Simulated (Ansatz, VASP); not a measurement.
This is a calculation of Os (Osmium) for VASP 6.6.1. 

The input INCAR:

```
SYSTEM = Os
PREC = Accurate
ENCUT = 600
EDIFF = 1E-6
ISMEAR = -1
SIGMA = 0.05
LREAL = .False.
LASPH = .True.
NELM = 60
ALGO = Normal
ISIF = 3
LWAVE = .False.
LCHARG = .False.
GGA = PE
IBRION = 2
NSW = 60
EDIFFG = -0.02
```

File KPOINTS:

```
Automatic mesh
0
Gamma
  11 11 6
  0 0 0
```

Contents of POSCAR:

```
Os
1.0
    2.7341000000      0.0000000000      0.0000000000
   -1.3670500000      2.3678000565      0.0000000000
    0.0000000000      0.0000000000      4.3197000000
Os
2
Direct
    0.6666666667      0.3333333333      0.7500000000
    0.3333333333      0.6666666667      0.2500000000
```

Potentials or basis: VASP PAW PBE potentials, release 64 (Os).

Command:

```sh
$ cat potpaw_PBE.64/Os/POTCAR > POTCAR
$ mpirun -np 1 vasp_std > vasp.out
```

Q: Set up the same calculation for Ansatz 0.2.0. Potentials or basis there: Ansatz PAW, cutoff 420 eV.

A: As run (cutoffs and basis follow the program's own potentials, and thresholds, step limits or extra output files can differ):

Contents of input.yaml:

```yaml
crystal:
  lattice:
    - [2.7341, 0.0, 0.0]
    - [-1.36705, 2.3678000565, 0.0]
    - [0.0, 0.0, 4.3197]
  atoms:
    - { symbol: Os, position: [0.6666666667, 0.3333333333, 0.75] }
    - { symbol: Os, position: [0.3333333333, 0.6666666667, 0.25] }
hamiltonian:
  xc: pbe
  pseudopotentials: { kind: paw }
kpoints:
  mp_grid: { grid: [11, 11, 6] }
scf:
  occupations: { method: fermi_dirac, width: 0.05 }
output:
  forces: true
  stress: true
  write_density: true
  write_potential: true
  elf: true
  volumetric_format: npy
relax:
  f_tol: 0.01
  max_steps: 40
  cell: { stress_tol: 0.05 }
```

Potentials or basis: Ansatz PAW.

Launch:

```console
$ ansatz run input.yaml --threads 2 --pin off --max-ram 5632MiB --backend cpu --events-out ev --progress --plain --runs-dir out
```

Both were run:

|  | VASP | Ansatz |
| --- | --- | --- |
| Relaxed volume | 14.27 Å³/atom | 14.28 Å³/atom |
| Relaxed cell | a = 2.754 Å, b = 2.754 Å, c = 4.348 Å, α = 90.00°, β = 90.00°, γ = 120.00° | a = 2.754 Å, b = 2.754 Å, c = 4.349 Å, α = 90.00°, β = 90.00°, γ = 120.00° |
| Space group after relaxing | P6_3/mmc (No. 194) | P6_3/mmc (No. 194) |
| Pressure after relaxing | 0.2 GPa | 0.0 GPa |

Ansatz's pressure holds a Pulay term of +0.09 GPa for its cutoff of 420 eV, which the other run lacks.

The potentials hold 16 and 32 valence electrons a cell.

Where Ansatz's input types no cutoff or centring, it takes its own default and a Γ-centred mesh.

Pressure is positive in compression.
